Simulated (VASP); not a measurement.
Write the native input for VASP 6.6.1 that does the following.

* Task: relaxation of cell and atoms
* Functional: PBE
* Dispersion: D3(BJ)
* Potentials or basis: VASP PAW PBE potentials, release 64 (Na_pv, S)
* Cutoff: 600 eV
* k mesh: 6 × 6 × 6
* Occupations: gaussian, width 0.02 eV
* Spin: no spin polarisation
* Dipole correction: no
* Further INCAR settings: ALGO = Normal; EDIFF = 1e-07; IBRION = 2; EDIFFG = -0.02; NSW = 70; ISIF = 3

The structure of Na2S lies in POSCAR:

```
Na2S
1.0
    0.0000000000      3.2491545700      3.2491545700
    3.2491545700      0.0000000000      3.2491545700
    3.2491545700      3.2491545700      0.0000000000
Na S
2 1
Direct
    0.2500000000      0.2500000000      0.2500000000
    0.7500000000      0.7500000000      0.7500000000
    0.0000000000      0.0000000000      0.0000000000
```

The cell comes from a database or a generator and needn't be the stable form of this composition.

These files were run (other wordings do the same):

INCAR

```
PREC = Accurate ; ENCUT = 600
EDIFF = 1E-7 ; ISMEAR = 0
SIGMA = 0.02 ; LREAL = False
LASPH = True ; NELM = 100
ALGO = Normal ; ISIF = 3
LWAVE = False ; LCHARG = False
GGA = PE ; IVDW = 12
IBRION = 2 ; NSW = 70
EDIFFG = -0.02
```

KPOINTS

```
regular mesh
0
Gamma
  6 6 6
```

Potentials or basis: VASP PAW PBE potentials, release 64 (Na_pv, S).

Run with:

```bash
$ cat potpaw_PBE.64/Na_pv/POTCAR potpaw_PBE.64/S/POTCAR > POTCAR
$ mpirun -np 1 vasp_std > vasp.out
```

It gave:

```yaml
Relaxed_volume: 22.30 Å³/atom
Relaxed_cell: a = 4.556 Å, b = 4.556 Å, c = 4.556 Å, α = 60.00°, β = 60.00°, γ = 60.00°
Space_group_after_relaxing_to_0.05_Å: Fm-3m (No. 225)
Energy_gained_by_relaxing: 1.4 meV/atom
Ionic_steps: 3
Pressure_after_relaxing: 0.0 GPa
Band_gap_on_the_k_mesh: 2.64 eV, direct
Dispersion_energy_per_atom: -0.246 eV
```

It took 21 s on 1 thread of Intel(R) Xeon(R) 6975P-C (Granite Rapids), on a shared host, peak memory 0.24 GiB.
